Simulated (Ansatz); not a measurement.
# V₂O₅: the change of energy above lowest point and pressure with volume per atom

All results are calculated (Ansatz 0.2.0 development build). Equation of state of a cubic crystal from periodic Kohn-Sham density functional theory without spin; pressure corrected for the finite basis.

Cell of the first row (space group Pn-3m, No. 224):
```
CELL_PARAMETERS angstrom
4.83070 0.00000 0.00000
0.00000 4.83070 0.00000
0.00000 0.00000 4.83070
ATOMIC_POSITIONS crystal
V 0.00000 0.00000 0.00000
V 0.50000 0.50000 0.00000
V 0.50000 0.00000 0.50000
V 0.00000 0.50000 0.50000
O 0.50000 0.00000 0.00000
O 0.00000 0.50000 0.00000
O 0.00000 0.00000 0.50000
O 0.50000 0.50000 0.50000
O 0.75000 0.75000 0.25000
O 0.75000 0.25000 0.75000
O 0.25000 0.75000 0.75000
O 0.75000 0.25000 0.25000
O 0.25000 0.75000 0.25000
O 0.25000 0.25000 0.75000
```

Settings of every row: formula V2O5; structure type cubic X2O5; functional PBE; spin treatment none; k mesh 11x11x11; occupation method fermi-dirac; occupation width 0.061225619 eV; wave cutoff 420 eV; datasets soft-1 PAW; density cutoff ratio 4.

Limits: a cubic model structure, not a phase known at ambient conditions; modest k-mesh, values are not fully converged in k; no spin polarisation, a magnetic state may lie lower.

```csv
row,volume per atom (Å³),energy above lowest point (meV/atom),pressure (GPa)
1,8.052,24.93,16.387
2,8.223,10.69,10.336
3,8.395,?,?
4,8.566,0,0.043
5,8.738,2.33,-4.324
6,8.909,9.08,-8.24
7,9.08,19.8,-11.752
```

Question: what energy above lowest point and pressure should row 3 give?

Worked fit of energy above lowest point. Take u = (V_r/V)^(2/3) − 1 with V_r = 8.652 Å³ an atom, which is twice the finite (Eulerian) strain; such expansions in the strain, on which the Birch-Murnaghan equation of state is built, carry the rest volume and the bulk modulus. The shown rows have u = 0.04908, 0.03448, 0.00668, -0.00657, -0.01933, -0.03168. Least squares give energy above lowest point = 0.572 − 178.95 × u + 13603.2 × u² + 3115 × u³ meV/atom; a parabola predicts inner rows, each left out in turn, worse (root mean square 0.066 against 0.031 meV/atom). The rows lie off it by 0.00, -0.01, 0.02, 0.00, -0.01, 0.01. Its lowest point lies at u = 0.0066, or V = 8.568 Å³ an atom, and the curvature there gives the bulk modulus at fixed shape and fractions, B = (4/9)(1 + u)² E″(u)/V = 230 GPa. The withheld row has u = 0.02031, so the fit gives 0.572 − 178.95 × (0.02031) + 13603.2 × (0.02031)² + 3115 × (0.02031)³ = 2.57 meV/atom.

The calculation gave 2.6 meV/atom. The fit lies 0.03 meV/atom (1.2 % of the value, 0.12 % of the column's range) below it; its largest miss of a shown row is 0.02 meV/atom.

Worked fit of pressure. Take u = (V_r/V)^(2/3) − 1 with V_r = 8.652 Å³ an atom, which is twice the finite (Eulerian) strain; such expansions in the strain, on which the Birch-Murnaghan equation of state is built, carry the rest volume and the bulk modulus. The shown rows have u = 0.04908, 0.03448, 0.00668, -0.00657, -0.01933, -0.03168. Least squares give pressure = −2.2006 + 329.894 × u + 934.56 × u² + 1228.7 × u³ GPa; a parabola predicts inner rows, each left out in turn, worse (root mean square 0.026 against 0.005 GPa). The rows lie off it by 0.000, 0.000, -0.002, 0.004, -0.003, 0.001. The pressure vanishes at u = 0.0065, or V = 8.568 Å³ an atom, and there the bulk modulus at fixed shape and fractions is B = −V dP/dV = (2/3)(1 + u) dP/du = 230 GPa. The withheld row has u = 0.02031, so the fit gives −2.2006 + 329.894 × (0.02031) + 934.56 × (0.02031)² + 1228.7 × (0.02031)³ = 4.895 GPa.

The calculation gave 4.909 GPa. The fit lies 0.014 GPa (0.05 % of the column's range) below it; its largest miss of a shown row is 0.004 GPa.
